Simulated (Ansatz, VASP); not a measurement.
# Cs in VASP and in Ansatz

```xyz
1
Lattice="-3.0772 3.0772 3.0772 3.0772 -3.0772 3.0772 3.0772 3.0772 -3.0772" Properties=species:S:1:pos:R:3 pbc="T T T"
Cs    0.0000    0.0000    0.0000
```

Alike in both runs: task single point; functional PBE; k mesh 7 × 7 × 7; occupations gaussian, width 0.2 eV; no spin polarisation.

|  | VASP | Ansatz |
| --- | --- | --- |
| version | VASP 6.6.1 | Ansatz 0.2.0 |
| potentials or method | VASP PAW PBE potentials, release 64 (Cs_sv) | plane waves (420 eV) with PAW, scalar-relativistic |
| plane-wave cutoff (eV) | 520 | 420 |
| valence electrons in the cell | 9 | 9 |

```tsv
	VASP	Ansatz	Ansatz less VASP
pressure (GPa)	0.0	0.0	+0.01
```

Spin-orbit coupling is left out, which matters for the levels of Cs.
